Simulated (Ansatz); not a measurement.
**Ga vacancy in Ga2O3**

Level of theory: PBEsol, collinear spin, scalar-relativistic; Ansatz, plane waves to 420 eV (PAW set soft_2), k-mesh 2×2×2 shifted by half a step.

The relaxed host crystal (Kohn–Sham gap 2.22 eV over the whole zone):

```cif
data_structure
_symmetry_space_group_name_H-M 'P 1'
_symmetry_Int_Tables_number 1
_cell_length_a 6.3250
_cell_length_b 6.3250
_cell_length_c 5.8105
_cell_angle_alpha 103.298
_cell_angle_beta 103.298
_cell_angle_gamma 27.879
_cell_volume 105.60
loop_
_atom_site_label
_atom_site_type_symbol
_atom_site_fract_x
_atom_site_fract_y
_atom_site_fract_z
_atom_site_occupancy
Ga1 Ga 0.34127 0.34127 0.68542 1
Ga2 Ga 0.65873 0.65873 0.31458 1
Ga3 Ga 0.90948 0.90948 0.20461 1
Ga4 Ga 0.09052 0.09052 0.79539 1
O1 O 0.50377 0.50377 0.74407 1
O2 O 0.49623 0.49623 0.25593 1
O3 O 0.82678 0.82678 0.43723 1
O4 O 0.17322 0.17322 0.56277 1
O5 O 0.16527 0.16527 0.10959 1
O6 O 0.83473 0.83473 0.89041 1
```

Supercell of 40 atoms, rows of the matrix [[1,0,1],[-1,2,0],[-2,2,1]] times the cell vectors; Ga vacancy at (0.341, 0.341, 0.685) in fractions of the cell above. Atoms are relaxed at the host's cell, from a start shaken by 0.03 Å near the defect; charged cells sit in a uniform background.

The defect was relaxed in the charges 0, -1, -3. Distances from the empty Ga site (Å), by shell of the perfect crystal:

| shell | perfect crystal | state A | state B | state C |
| --- | --- | --- | --- | --- |
| 3 O | 1.95 | 2.19 (1.91 to 2.34) | 2.15 (1.96 to 2.25) | 2.14 (1.92 to 2.25) |
| 3 O | 2.06 (2.02 to 2.08) | 2.25 (2.19 to 2.28) | 2.26 (2.18 to 2.31) | 2.26 (2.19 to 2.29) |
| 2 Ga | 3.05 | 3.05 | 2.97 | 3.02 |
| 2 Ga | 3.11 | 3.01 | 3.05 (3.04 to 3.06) | 3.03 |

| state | moment of the cell (μB) | gap of the cell on the mesh (eV) | carriers |
| --- | --- | --- | --- |
| A | 3.00 | 0.10 | in a band of the host or near its edge |
| B | 0.00 | 2.87 | none in the bands |
| C | 2.00 | 0.03 | in a band of the host or near its edge |

On this mesh the host's own supercell has a gap of 3.17 eV.

Q: Which state has which charge?

A: A has charge 0; B has charge -3; C has charge -1.

Q: What do these numbers say about the valence and the carriers?

A: At charges 0 and -1 a carrier lies in a band of the host or at its edge (levels aligned by the semicore states), so it isn't shown to be bound to the defect (semilocal functionals spread carriers too far and can miss a bound one), and no level is taken from those states. At charge 0 the unpaired electrons sit on atoms with moments (μB): 3 O of 0.44 to 0.47. At charge -1 the unpaired electrons sit on atoms with moments (μB): 3 O of 0.31 to 0.35.

No formation energy is given, since the neutral cell holds a carrier in a band.

Caveats: at charge -3: net starting moment lost; semilocal functionals make gaps too small, which shifts levels too; small supercell, so energies and levels can be off by tenths of an eV; one random start near the defect, so other minima are possible.
